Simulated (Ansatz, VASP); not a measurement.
GaSb in VASP and in Ansatz

```
Ga Sb
1.0
     0.00000    2.87312    2.87312
     2.87312    0.00000    2.87312
     2.87312    2.87312    0.00000
Ga Sb
1 1
Direct
  0.00000 0.00000 0.00000
  0.50000 0.50000 0.50000
```

The cell was built by a generator and needn't be a form met in nature.

Alike in both runs: task single point; functional HSE06; k mesh 4 × 4 × 4; occupations fermi-dirac, width 0.02 eV; no spin polarisation.

|  | VASP | Ansatz |
| --- | --- | --- |
| version | VASP 6.6.1 | Ansatz 0.2.0 |
| potentials or method | VASP PAW PBE potentials, release 64 (Ga_d, Sb) | plane waves, PAW |
| plane-wave cutoff (eV) | 520 | 420 |
| valence electrons in the cell | 18 | 28 |

|  | VASP | Ansatz | Ansatz less VASP |
| --- | --- | --- | --- |
| pressure (GPa) | 0.5 | 1.0 | +0.46 |

The two sets of potentials don't hold the same shells in valence. Ansatz warned: «filled_band_counts_differ_across_k_points».

Caveats: the k mesh is coarse (spacing up to 0.47 Å⁻¹), so the values aren't converged, least of all with exact exchange; the PAW data sets were made with another functional, which shifts forces and pressure a little (VASP). The runs have no spin-orbit coupling, so splittings on Sb are missing.
